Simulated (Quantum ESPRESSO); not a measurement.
# Ta (Im-3m) in Quantum ESPRESSO: band structure with r2SCAN

Aim: the band structure of Ta with r2SCAN.

Program: Quantum ESPRESSO 7.5. These are calculated values, not measurements. Logs are shortened: lines on timing, memory, paths and dates and some standing lists are left out, and cuts for length are marked.

### 1 The structure

Symmetry: Im-3m, No. 229, cubic system. The conventional cell has a = 3.303 Å, b = 3.303 Å, c = 3.303 Å, α = 90.00°, β = 90.00°, γ = 90.00°. Ta (site symmetry m-3m) is surrounded by 8 Ta at 2.86 Å.

### 2 Band structure, r2SCAN

File pw.in:

```
&CONTROL
  calculation = 'scf'
  prefix = 'pwscf'
  outdir = './tmp'
  pseudo_dir = './pseudo'
  tprnfor = .true.
  tstress = .true.
  disk_io = 'low'
/
&SYSTEM
  ibrav = 0
  nat = 1
  ntyp = 1
  ecutwfc = 75
  nbnd = 21
  input_dft = 'r2scan'
  occupations = 'smearing'
  smearing = 'fd'
  degauss = 0.00367493
  nosym = .true.
/
&ELECTRONS
  conv_thr = 1d-08
  electron_maxstep = 120
  mixing_beta = 0.5
/
ATOMIC_SPECIES
Ta   180.9479 Ta_ONCV_PBE-1.2.upf
CELL_PARAMETERS angstrom
  -1.6512800000    1.6512800000    1.6512800000
   1.6512800000   -1.6512800000    1.6512800000
   1.6512800000    1.6512800000   -1.6512800000
ATOMIC_POSITIONS crystal
Ta     0.0000000000    0.0000000000    0.0000000000
K_POINTS automatic
8 8 8 0 0 0
```

File bands.in:

```
&CONTROL
  calculation = 'bands'
  prefix = 'pwscf'
  outdir = './tmp'
  pseudo_dir = './pseudo'
  disk_io = 'low'
  verbosity = 'high'
/
&SYSTEM
  ibrav = 0
  nat = 1
  ntyp = 1
  ecutwfc = 75
  nbnd = 21
  input_dft = 'r2scan'
  occupations = 'smearing'
  smearing = 'fd'
  degauss = 0.00367493
  nosym = .true.
/
&ELECTRONS
  conv_thr = 1d-08
  electron_maxstep = 120
  mixing_beta = 0.5
  diago_full_acc = .true.
  startingwfc = 'random'
/
ATOMIC_SPECIES
Ta   180.9479 Ta_ONCV_PBE-1.2.upf
CELL_PARAMETERS angstrom
  -1.6512800000    1.6512800000    1.6512800000
   1.6512800000   -1.6512800000    1.6512800000
   1.6512800000    1.6512800000   -1.6512800000
ATOMIC_POSITIONS crystal
Ta     0.0000000000    0.0000000000    0.0000000000
K_POINTS crystal
60
 0.0000000000  0.0000000000  0.0000000000 1
 0.0416666667 -0.0416666667  0.0416666667 1
 0.0833333333 -0.0833333333  0.0833333333 1
 0.1250000000 -0.1250000000  0.1250000000 1
 0.1666666667 -0.1666666667  0.1666666667 1
 0.2083333333 -0.2083333333  0.2083333333 1
 0.2500000000 -0.2500000000  0.2500000000 1
 0.2916666667 -0.2916666667  0.2916666667 1
 0.3333333333 -0.3333333333  0.3333333333 1
 0.3750000000 -0.3750000000  0.3750000000 1
 0.4166666667 -0.4166666667  0.4166666667 1
 0.4583333333 -0.4583333333  0.4583333333 1
 0.5000000000 -0.5000000000  0.5000000000 1
 0.4375000000 -0.4375000000  0.5000000000 1
 0.3750000000 -0.3750000000  0.5000000000 1
 0.3125000000 -0.3125000000  0.5000000000 1
 0.2500000000 -0.2500000000  0.5000000000 1
 0.1875000000 -0.1875000000  0.5000000000 1
 0.1250000000 -0.1250000000  0.5000000000 1
 0.0625000000 -0.0625000000  0.5000000000 1
 0.0000000000  0.0000000000  0.5000000000 1
 0.0000000000  0.0000000000  0.4444444444 1
 0.0000000000  0.0000000000  0.3888888889 1
 0.0000000000  0.0000000000  0.3333333333 1
 0.0000000000  0.0000000000  0.2777777778 1
 0.0000000000  0.0000000000  0.2222222222 1
 0.0000000000  0.0000000000  0.1666666667 1
 0.0000000000  0.0000000000  0.1111111111 1
 0.0000000000  0.0000000000  0.0555555556 1
 0.0000000000  0.0000000000  0.0000000000 1
 0.0227272727  0.0227272727  0.0227272727 1
 0.0454545455  0.0454545455  0.0454545455 1
 0.0681818182  0.0681818182  0.0681818182 1
 0.0909090909  0.0909090909  0.0909090909 1
 0.1136363636  0.1136363636  0.1136363636 1
 0.1363636364  0.1363636364  0.1363636364 1
 0.1590909091  0.1590909091  0.1590909091 1
 0.1818181818  0.1818181818  0.1818181818 1
 0.2045454545  0.2045454545  0.2045454545 1
 0.2272727273  0.2272727273  0.2272727273 1
 0.2500000000  0.2500000000  0.2500000000 1
 0.2708333333  0.1875000000  0.2708333333 1
 0.2916666667  0.1250000000  0.2916666667 1
 0.3125000000  0.0625000000  0.3125000000 1
 0.3333333333  0.0000000000  0.3333333333 1
 0.3541666667 -0.0625000000  0.3541666667 1
 0.3750000000 -0.1250000000  0.3750000000 1
 0.3958333333 -0.1875000000  0.3958333333 1
 0.4166666667 -0.2500000000  0.4166666667 1
 0.4375000000 -0.3125000000  0.4375000000 1
 0.4583333333 -0.3750000000  0.4583333333 1
 0.4791666667 -0.4375000000  0.4791666667 1
 0.5000000000 -0.5000000000  0.5000000000 1
 0.2500000000  0.2500000000  0.2500000000 1
 0.2083333333  0.2083333333  0.2916666667 1
 0.1666666667  0.1666666667  0.3333333333 1
 0.1250000000  0.1250000000  0.3750000000 1
 0.0833333333  0.0833333333  0.4166666667 1
 0.0416666667  0.0416666667  0.4583333333 1
 0.0000000000  0.0000000000  0.5000000000 1
```

Potentials or basis: SG15 PBE 1.2.

The run is started by

```bash
$ OMP_NUM_THREADS=1 mpirun -n 2 pw.x -nk 2 -in pw.in > pw.out
$ OMP_NUM_THREADS=1 mpirun -n 2 pw.x -nk 2 -in bands.in > bands.out
```

pw.out:

```text
This program is part of the open-source Quantum ESPRESSO suite
     for quantum simulation of materials; please cite
         "P. Giannozzi et al., J. Phys.:Condens. Matter 21 395502 (2009);
         "P. Giannozzi et al., J. Phys.:Condens. Matter 29 465901 (2017);
         "P. Giannozzi et al., J. Chem. Phys. 152 154105 (2020);
     in publications or presentations arising from this work. More details at

     IMPORTANT: XC functional enforced from input :
     Exchange-correlation= R2SCAN
                           (   0   0   0   0   0 497 498)
     Any further DFT definition will be discarded
     Please, verify this is what you really want

     K-points division:     npool     =       2
     Subspace diagonalization in iterative solution of the eigenvalue problem:
     a serial algorithm will be used

     G-vector sticks info
     --------------------
     sticks:   dense  smooth     PW     G-vecs:    dense   smooth      PW
     Sum         657     657    233                10641    10641    2315

     Using Slab Decomposition

     bravais-lattice index     =            0
     lattice parameter (alat)  =       5.4048  a.u.
     unit-cell volume          =     121.5399 (a.u.)^3
     number of atoms/cell      =            1
     number of atomic types    =            1
     number of electrons       =        27.00
     number of Kohn-Sham states=           21
     kinetic-energy cutoff     =      75.0000  Ry
     charge density cutoff     =     300.0000  Ry
     scf convergence threshold =      1.0E-08
     mixing beta               =       0.5000
     number of iterations used =            8  plain     mixing
     Exchange-correlation= R2SCAN
                           (   0   0   0   0   0 497 498)

     celldm(1)=   5.404807  celldm(2)=   0.000000  celldm(3)=   0.000000
     celldm(4)=   0.000000  celldm(5)=   0.000000  celldm(6)=   0.000000

     crystal axes: (cart. coord. in units of alat)
               a(1) = (  -0.577350   0.577350   0.577350 )
               a(2) = (   0.577350  -0.577350   0.577350 )
               a(3) = (   0.577350   0.577350  -0.577350 )

     reciprocal axes: (cart. coord. in units 2 pi/alat)
               b(1) = ( -0.000000  0.866025  0.866025 )
               b(2) = (  0.866025 -0.000000  0.866025 )
               b(3) = (  0.866025  0.866025  0.000000 )

     PseudoPot. # 1 for Ta read from file:
     Ta_ONCV_PBE-1.2.upf
     Pseudo is Norm-conserving, Zval = 27.0
     Generated using ONCVPSP code by D. R. Hamann
     Using radial grid of  602 points,  8 beta functions with:
                l(1) =   0
                l(2) =   0
                l(3) =   1
                l(4) =   1
                l(5) =   2
                l(6) =   2
                l(7) =   3
                l(8) =   3

     atomic species   valence    mass     pseudopotential
     Ta               27.00   180.94790     Ta( 1.00)

     No symmetry found

   Cartesian axes

     site n.     atom                  positions (alat units)
         1        Ta     tau(   1) = (   0.0000000   0.0000000   0.0000000  )

     number of k points=   260  Fermi-Dirac smearing, width (Ry)=  0.0037

     Number of k-points >= 100: set verbosity='high' to print them.

     Dense  grid:    10641 G-vectors     FFT dimensions: (  30,  30,  30)

     WARNING: libxc functional with ID  497 depends
      on external parameters: check the user_guide of
      QE if you need to modify them or to check their
      default values.

     WARNING: libxc functional with ID  498 depends
      on external parameters: check the user_guide of
      QE if you need to modify them or to check their
      default values.

     Initial potential from superposition of free atoms

     starting charge      26.9106, renormalised to      27.0000
     Starting wfcs are random

     Self-consistent Calculation

     iteration #  1     ecut=    75.00 Ry     beta= 0.50
     Davidson diagonalization with overlap
     ethr =  1.00E-02,  avg # of iterations =  8.8

     total energy              =    -495.16984329 Ry
     estimated scf accuracy    <      53.81579336 Ry

     iteration #  2     ecut=    75.00 Ry     beta= 0.50
     Davidson diagonalization with overlap
     ethr =  1.00E-02,  avg # of iterations =  1.0

     total energy              =    -495.39147379 Ry
     estimated scf accuracy    <      17.05718020 Ry

     iteration #  3     ecut=    75.00 Ry     beta= 0.50
     Davidson diagonalization with overlap
     ethr =  1.00E-02,  avg # of iterations =  1.0

     total energy              =    -495.40255271 Ry
     estimated scf accuracy    <       0.15054367 Ry

     iteration #  4     ecut=    75.00 Ry     beta= 0.50
     Davidson diagonalization with overlap
     ethr =  5.58E-04,  avg # of iterations =  1.1

     total energy              =    -495.40326674 Ry
     estimated scf accuracy    <       0.00321524 Ry

     iteration #  5     ecut=    75.00 Ry     beta= 0.50
     Davidson diagonalization with overlap
     ethr =  1.19E-05,  avg # of iterations =  2.2

     total energy              =    -495.40329093 Ry
     estimated scf accuracy    <       0.00006604 Ry

     iteration #  6     ecut=    75.00 Ry     beta= 0.50
     Davidson diagonalization with overlap
     ethr =  2.45E-07,  avg # of iterations =  2.1

     total energy              =    -495.40329420 Ry
     estimated scf accuracy    <       0.00005254 Ry

     iteration #  7     ecut=    75.00 Ry     beta= 0.50
     Davidson diagonalization with overlap
     ethr =  1.95E-07,  avg # of iterations =  1.0

     total energy              =    -495.40329447 Ry
     estimated scf accuracy    <       0.00000407 Ry

     iteration #  8     ecut=    75.00 Ry     beta= 0.50
     Davidson diagonalization with overlap
     ethr =  1.51E-08,  avg # of iterations =  1.0

     total energy              =    -495.40329451 Ry
     estimated scf accuracy    <       0.00000028 Ry

     iteration #  9     ecut=    75.00 Ry     beta= 0.50
     Davidson diagonalization with overlap
     ethr =  1.04E-09,  avg # of iterations =  1.0

     End of self-consistent calculation

     Number of k-points >= 100: set verbosity='high' to print the bands.

     the Fermi energy is    29.2131 ev

!    total energy              =    -495.40329451 Ry
     estimated scf accuracy    <          1.7E-09 Ry
     smearing contrib. (-TS)   =      -0.00062856 Ry
     internal energy E=F+TS    =    -495.40266595 Ry

     The total energy is F=E-TS. E is the sum of the following terms:
     one-electron contribution =    -129.37104696 Ry
     hartree contribution      =      98.52123385 Ry
     xc contribution           =     -39.45602873 Ry
     ewald contribution        =    -425.09682411 Ry

     convergence has been achieved in   9 iterations

     Forces acting on atoms (cartesian axes, Ry/au):

     atom    1 type  1   force =     0.00000000    0.00000000    0.00000000

     Total force =     0.000000     Total SCF correction =     0.000127

     Computing stress (Cartesian axis) and pressure

          total   stress  (Ry/bohr**3)                   (kbar)     P=     -113.82
  -0.00077374   0.00000000  -0.00000001         -113.82        0.00       -0.00
   0.00000000  -0.00077374  -0.00000001            0.00     -113.82       -0.00
  -0.00000001  -0.00000001  -0.00077372           -0.00       -0.00     -113.82

=------------------------------------------------------------------------------=
   JOB DONE.
=------------------------------------------------------------------------------=
```

Run time: 2.4 min. Hardware: 2 MPI ranks of Arm Neoverse V2, shared host; peak memory 0.22 GiB.

Results:

* Free energy: -6740.3052 eV
* Pressure: -11.4 GPa
* Band gap on the k mesh: none (metal or under the smearing width)

Levels at the corners of the path, in eV from the Fermi level:
```tsv
point	band 9	band 10	band 11	band 12	band 13	band 14	band 15	band 16	band 17	band 18
Γ	-18.00	-18.00	-17.96	-8.01	0.75	0.75	0.75	4.02	4.02	15.68
H	-17.98	-17.98	-17.98	-3.92	-3.92	6.73	6.73	6.73	9.09	9.09
N	-18.00	-18.00	-17.99	-4.41	-1.56	1.52	3.95	4.89	7.65	12.21
Γ	-18.00	-18.00	-17.96	-8.01	0.75	0.75	0.75	4.02	4.02	15.68
P	-18.01	-18.01	-18.01	-1.33	-1.33	-1.33	5.06	5.06	8.14	13.03
H	-17.98	-17.98	-17.98	-3.92	-3.92	6.73	6.73	6.73	9.09	9.09
P	-18.01	-18.01	-18.01	-1.33	-1.33	-1.33	5.06	5.06	8.14	13.03
N	-18.00	-18.00	-17.99	-4.41	-1.56	1.52	3.95	4.89	7.65	12.21
```

Caveat: the k mesh is coarse; the potentials were made for another functional, which shifts forces and pressure; spin-orbit coupling is left out, which moves the levels of the heavy elements.
